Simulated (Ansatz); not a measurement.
## Two Ansatz runs on InP

The cell is COD entry 1010146, as deposited and not checked against the literature; nothing was relaxed. It is an old determination, and later ones may differ.

First run: DFT, PBE, PAW with Ansatz's default frozen-core files, fully relativistic files with spin-orbit coupling (Ansatz 0.2.0).

Command: `ansatz run input.yaml --threads 1 --pin off --max-ram 2048MiB --backend cpu --events-out ev --progress --plain --runs-dir out` The run took 34 s on 1 thread of Arm Neoverse V1 (shared host), peak memory 0.58 GiB.

```yaml
crystal:
  lattice:
    - [0.0, 2.9305, 2.9305]
    - [2.9305, 0.0, 2.9305]
    - [2.9305, 2.9305, 0.0]
  atoms:
    - { symbol: In, position: [0.0, 0.0, 0.0] }
    - { symbol: P, position: [0.75, 0.75, 0.75] }
kpoints:
  mp_grid: { grid: [11, 11, 11] }
  band_path:
    path:
      - [0.0, 0.0, 0.0]
      - [-0.5, -0.5, 0.0]
      - [-0.375, -0.375, 0.25]
      - [-0.375, 0.0, 0.375]
      - [0.0, 0.0, 0.0]
      - [0.0, 0.0, 0.5]
      - [-0.5, -0.25, 0.25]
      - [-0.5, -0.5, 0.0]
    npoints: 5
scf:
  occupations: { method: fermi_dirac, width: 0.03 }
hamiltonian:
  xc: pbe
  pseudopotentials: { kind: paw_fr }
output:
  forces: true
  stress: true
  eigenvalues: true
  efg: { contact_densities: true }
magnetization:
  noncollinear: true
  spin_orbit: true
```

Result: converged; pressure 3.27 GPa; gap on the k mesh 0.69 eV (the mesh can miss the band edges); 7 SCF iterations.

The input is then changed:

```diff
@@ -22,7 +22,9 @@
 scf:
   occupations: { method: fermi_dirac, width: 0.03 }
+  mixing: { preconditioner: kerker_dos }
 hamiltonian:
   xc: pbe
   pseudopotentials: { kind: paw_fr }
+  dispersion: d4
 output:
   forces: true
@@ -33,3 +35,5 @@
   noncollinear: true
   spin_orbit: true
+basis:
+  xc_grid: 4
```

(1) Predict the outcome of the changed run.

## Answers

(1) It converged; pressure 0.99 GPa; gap on the k mesh 0.69 eV (the mesh can miss the band edges); 7 SCF iterations.
